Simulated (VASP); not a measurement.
# CdSe (F-43m) in VASP: further runs

Aim: see how the results for CdSe move with the level of theory and the settings. Levels: revPBE+D3(BJ), RPBE, BLYP+D4. Tasks: single point.

All numbers are computed with VASP 6.6.1; they aren't measurements. Logs are shortened: lines on timing, memory, paths and dates and some standing lists are left out, and cuts for length are marked.

### 1 The crystal as given

It takes space group F-43m (No. 216, cubic). The conventional cell has a = 6.261 Å, b = 6.261 Å, c = 6.261 Å, α = 90.00°, β = 90.00°, γ = 90.00°. Around Cd (site symmetry -43m) lie 4 Se at 2.71 Å. Se (site symmetry -43m) has 4 Cd at 2.71 Å as nearest neighbours.

Measurements of this composition are mostly on another form, of space group No. 186.

### 2 Single point, revPBE+D3(BJ)

Input file INCAR:

```
PREC = Accurate
ENCUT = 520
EDIFF = 1E-6
ISMEAR = -1
SIGMA = 0.05
LREAL = F
LASPH = T
NELM = 80
ALGO = Fast
ISIF = 2
LWAVE = F
LCHARG = F
GGA = RE
IVDW = 12
NBANDS = 16
```

Input file KPOINTS:

```
Automatic mesh
0
Gamma
  8 8 8
```

Input file POSCAR:

```
CdSe
1.0
    0.0000000000      3.1304878824      3.1304878824
    3.1304878824      0.0000000000      3.1304878824
    3.1304878824      3.1304878824      0.0000000000
Cd Se
1 1
Direct
    0.0000000000      0.0000000000      0.0000000000
    0.2500000000      0.2500000000      0.2500000000
```

Potentials or basis: VASP PAW PBE potentials, release 64 (Cd, Se).

Run with:

```console
$ cat potpaw_PBE.64/Cd/POTCAR potpaw_PBE.64/Se/POTCAR > POTCAR
$ mpirun -np 1 vasp_std > vasp.out
```

OUTCAR:

```text
PREC = Accurate
   ENCUT = 520
   EDIFF = 1E-6
   ISMEAR = -1
   LREAL = F
   LASPH = T
   NELM = 80
   ISIF = 2
   GGA = RE
   IVDW = 12
 IVDW          = 12

 ion  position               nearest neighbor table
   1  0.000  0.000  0.000-   2 2.71   2 2.71   2 2.71   2 2.71
   2  0.250  0.250  0.250-   1 2.71   1 2.71   1 2.71   1 2.71

  LATTYP: Found a face centered cubic cell.
 ALAT       =     6.2609757648

  Lattice vectors:

 A1 = (   0.0000000000,   3.1304878824,   3.1304878824)
 A2 = (   3.1304878824,   0.0000000000,   3.1304878824)
 A3 = (   3.1304878824,   3.1304878824,   0.0000000000)

Analysis of symmetry for initial positions (statically):
=====================================================================
 Subroutine PRICEL returns:
 Original cell was already a primitive cell.

 Routine SETGRP: Setting up the symmetry group for a
 face centered cubic supercell.

 Subroutine GETGRP returns: Found 24 space group operations
 (whereof 24 operations were pure point group operations)
 out of a pool of 48 trial point group operations.

The static configuration has the point symmetry T_d .

Analysis of symmetry for dynamics (positions and initial velocities):
=====================================================================
 Subroutine PRICEL returns:
 Original cell was already a primitive cell.

 Routine SETGRP: Setting up the symmetry group for a
 face centered cubic supercell.

 Subroutine GETGRP returns: Found 24 space group operations
 (whereof 24 operations were pure point group operations)
 out of a pool of 48 trial point group operations.

The dynamic configuration has the point symmetry T_d .

 Subroutine INISYM returns: Found 24 space group operations
 (whereof 24 operations are pure point group operations),
 and found     1 'primitive' translations

----------------------------------------------------------------------------------------

                                     Primitive cell

  volume of cell :      61.3573

  direct lattice vectors                    reciprocal lattice vectors
     0.000000000  3.130487882  3.130487882    -0.159719513  0.159719513  0.159719513
     3.130487882  0.000000000  3.130487882     0.159719513 -0.159719513  0.159719513
     3.130487882  3.130487882  0.000000000     0.159719513  0.159719513 -0.159719513

  length of vectors
     4.427178420  4.427178420  4.427178420     0.276642311  0.276642311  0.276642311

  position of ions in fractional coordinates (direct lattice)
     0.000000000  0.000000000  0.000000000
     0.250000000  0.250000000  0.250000000
[... 79 lines left out ...]
   EDIFFG = 0.1E-04   stopping-criterion for IOM
   NSW    =      0    number of steps for IOM
   IBRION =     -1    ionic relax: 0-MD 1-quasi-New 2-CG
   NFREE  =      0    steps in history (QN), initial steepest desc. (CG)
   ISIF   =      2    stress and relaxation
   ISYM   =      2    0-nonsym 1-usesym 2-fastsym
   POTIM  = 0.5000    time-step for ionic-motion
   TEBEG  =    0.0;   TEEND  =   0.0 temperature during run
   PSTRESS=    0.0 pullay stress
   NELECT =      18.0000    total number of electrons
   NUPDOWN=      -1.0000    fix difference up-down
   EMIN   =  10.00;   EMAX   =-10.00  energy-range for DOS
   EFERMI =   0.00;   METHOD = LEGACY
   ISMEAR =    -1;   SIGMA  =   0.05  broadening in eV -4-tet -1-fermi 0-gaus
   EFERMI_NEDOS =   21; number of points for ismear=-14 and -15
   IALGO  =     68    algorithm
   IMIX   =      4    mixing-type and parameters
     AMIX     =   0.40;   BMIX     =  1.00
     AMIX_MAG =   1.60;   BMIX_MAG =  1.00
  volume/ion in A,a.u.               =      30.68       207.03
  Fermi-wavevector in a.u.,A,eV,Ry     =   1.087786  2.055618 16.099493  1.183279
  Thomas-Fermi vector in A             =   2.223954
   LORBIT       =      0    0 simple, 1 ext, 2 COOP (PROOUT), +10 PAW based schemes
   GGA     = RE    functional components
   LHFCALC =     F    Hartree Fock is set to
   AEXX    =    0.0000 exact exchange contribution
   IVDW    =    12    specifies the selected vdW correction
   LEPSILON=     F    determine dielectric tensor
   LRPA    =     F    only Hartree local field effects (RPA)
 non-spin polarized calculation
 RMM-DIIS sequential band-by-band and
  energy-cutoff  :      520.00
  volume of cell :       61.36
 maximum number of plane-waves:      1676
 NGX is ok and might be reduce to    36
   NGX = 17   NGY = 17   NGZ = 17

 number of electron      18.0000002 magnetization

 Free energy of the ion-electron system (eV)
  ---------------------------------------------------
  ext. energy  EPLUGINS =         0.00000000
  ---------------------------------------------------
  free energy    TOTEN  =        -4.94699479 eV

  energy without entropy =       -4.94696969  energy(sigma->0) =       -4.94698224

 E-fermi :   0.7066     XC(G=0):  -8.3062

 val. band max:        0.3844822804   @ k =   0.0000   0.0000   0.0000
 cond. band min:       0.9417189346   @ k =   0.0000   0.0000   0.0000
 fundamental gap:      0.5572366542
 Fermi energy:         0.7066342547

 k-point     1 :       0.0000    0.0000    0.0000
  band No.  band energies     occupation
      1     -11.7237      2.00000
      2      -7.3052      2.00000
      3      -7.3052      2.00000
      4      -7.3052      2.00000
      5      -7.0189      2.00000
      6      -7.0189      2.00000
[... 433 lines left out ...]
      3      -7.1854      2.00000
      4      -7.0312      2.00000
      5      -7.0055      2.00000
      6      -6.7134      2.00000
[... 8 lines left out ...]
     15      11.9134      0.00000
     16      12.8044      0.00000

 [... further k-points ...]

------------------------ aborting loop because EDIFF is reached ----------------------------------------

 Edisp (eV)   -1.10225

 E8    (eV) :    -0.7625

  FORCE on cell =-STRESS in cart. coord.  units (eV):
  Direction    XX          YY          ZZ          XY          YZ          ZX
  --------------------------------------------------------------------------------------
  -------------------------------------------------------------------------------------
  Total      -1.25763    -1.25763    -1.25763     0.00000     0.00000    -0.00000
  in kB     -32.83966   -32.83966   -32.83966     0.00000     0.00000    -0.00000
  external pressure =      -32.84 kB  Pullay stress =        0.00 kB

 VOLUME and BASIS-vectors are now :
 -----------------------------------------------------------------------------
  energy-cutoff  :      520.00
  volume of cell :       61.36
      direct lattice vectors                 reciprocal lattice vectors
     0.000000000  3.130487882  3.130487882    -0.159719513  0.159719513  0.159719513
     3.130487882  0.000000000  3.130487882     0.159719513 -0.159719513  0.159719513
     3.130487882  3.130487882  0.000000000     0.159719513  0.159719513 -0.159719513

 POSITION                                       TOTAL-FORCE (eV/Angst)
 -----------------------------------------------------------------------------------
      0.00000      0.00000      0.00000         0.000000     -0.000000     -0.000000
      1.56524      1.56524      1.56524        -0.000000      0.000000      0.000000
 -----------------------------------------------------------------------------------
    total drift:                               -0.000000     -0.000000     -0.000000

  FREE ENERGIE OF THE ION-ELECTRON SYSTEM (eV)
  ---------------------------------------------------
  free  energy   TOTEN  =        -6.0492446978 eV

  energy  without entropy=       -6.0492195953  energy(sigma->0) =       -6.04923215
```

Run time: 21 s. Hardware: 1 thread of Intel Xeon Platinum 8488C (Sapphire Rapids), shared host; peak memory 0.22 GiB.

What came out:

```yaml
Free_energy: -6.0492 eV
Pressure: -3.3 GPa
Band_gap_on_the_k_mesh: 0.56 eV, direct
Dispersion_energy_per_atom: -0.551 eV
```

Caveat: the PAW data sets were made with another functional, which shifts forces and pressure a little. Expect the measured gap to be larger: semilocal functionals such as revPBE lack the derivative discontinuity.

### 3 Single point, RPBE

This run uses another cell than the first one, of 28.94 Å³/atom, 0.943 times its volume.

Input file INCAR:

```
SYSTEM = CdSe
  PREC = Accurate
  ENCUT = 520
  EDIFF = 1E-6
  ISMEAR = -1
  SIGMA = 0.05
  LREAL = .False.
  LASPH = .True.
  NELM = 100
  ALGO = Normal
  ISIF = 2
  LWAVE = .False.
  LCHARG = .True.
  GGA = RP
  LELF = .True.
  LVHAR = .True.
  NBANDS = 16
```

Input file KPOINTS:

```
regular mesh
0
Gamma
  8 8 8
  0 0 0
```

Input file POSCAR:

```
CdSe
1.0
    0.0000000000      3.0702711986      3.0702711986
    3.0702711986      0.0000000000      3.0702711986
    3.0702711986      3.0702711986      0.0000000000
Cd Se
1 1
Direct
    0.0000000000      0.0000000000      0.0000000000
    0.2500000000      0.2500000000      0.2500000000
```

Potentials or basis: VASP PAW PBE potentials, release 64 (Cd, Se).

Run with:

```console
$ cat potpaw_PBE.64/Cd/POTCAR potpaw_PBE.64/Se/POTCAR > POTCAR
$ mpirun -np 1 vasp_std > vasp.out
```

Run time: 15 s. Hardware: 1 thread of Intel Xeon Platinum 8488C (Sapphire Rapids), shared host; peak memory 0.18 GiB.

Results (log left out):

| Item | Value |
| --- | --- |
| Free energy | -4.8344 eV |
| Pressure | 3.5 GPa |
| Band gap on the k mesh | 0.72 eV, direct |

Levels at points of the mesh, in eV from the valence-band top:
```tsv
k point	band 7	band 8	band 9	band 10	band 11	band 12
(0.00, 0.00, 0.00)	0.00	0.00	0.00	0.72	6.01	6.01
(0.50, 0.00, 0.00)	-4.16	-0.70	-0.70	2.49	6.52	6.52
(0.50, 0.50, 0.00)	-3.91	-1.74	-1.74	3.37	3.83	9.19
```

Caveat: the PAW data sets were made with another functional, which shifts forces and pressure a little.

(Continued in part 2 of 2.)
